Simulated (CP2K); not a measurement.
Runs of CP2K 2026.2 on Si2Mo. All rows change the cell; the cell of one of them follows. It takes space group Fmmm (No. 69, orthorhombic). The conventional cell has a = 4.525 Å, b = 4.797 Å, c = 7.861 Å, α = 90.00°, β = 90.00°, γ = 90.00°. Mo (site symmetry mmm) has 10 Si at 2.62 to 2.73 Å as nearest neighbours. Si (site symmetry mm2) is surrounded by 5 Si at 2.61 to 2.73 Å and 5 Mo at 2.62 to 2.73 Å. Measurements of this composition are mostly on another form, of space group No. 139.

```csv
cell,gap on the mesh (eV),pressure (GPa),largest force (eV/Å)
strain_c = 0.06,none,-7.0,0.34
strain_c = -0.04,none,12.9,0.18
strain_c = -0.02,none,7.6,0.24
strain_c = 0,none,3.0,0.28
strain_c = 0.02,none,-0.9,(b)
strain_c = 0.04,none,-4.2,(a)
```

Alike in all rows: task atomic charges; level PBE; potentials or basis POTENTIAL_UZH Mo GTH-PBE-q14, Si GTH-PBE-q4; TZVP-MOLOPT-PBE-GTH basis; no spin polarisation; k mesh 12 × 12 × 12; smearing fermi-dirac 0.05 eV.

Task: Fill in the values left out.

Result: (a) 0.33; (b) 0.31.

Caveats: the basis of atomic orbitals isn't converged, which shifts pressures, moduli and gaps.

A k mesh can miss the band edges, and the runs leave out spin-orbit coupling on Mo.

A gap of «none» marks a metal or a gap under the smearing width.
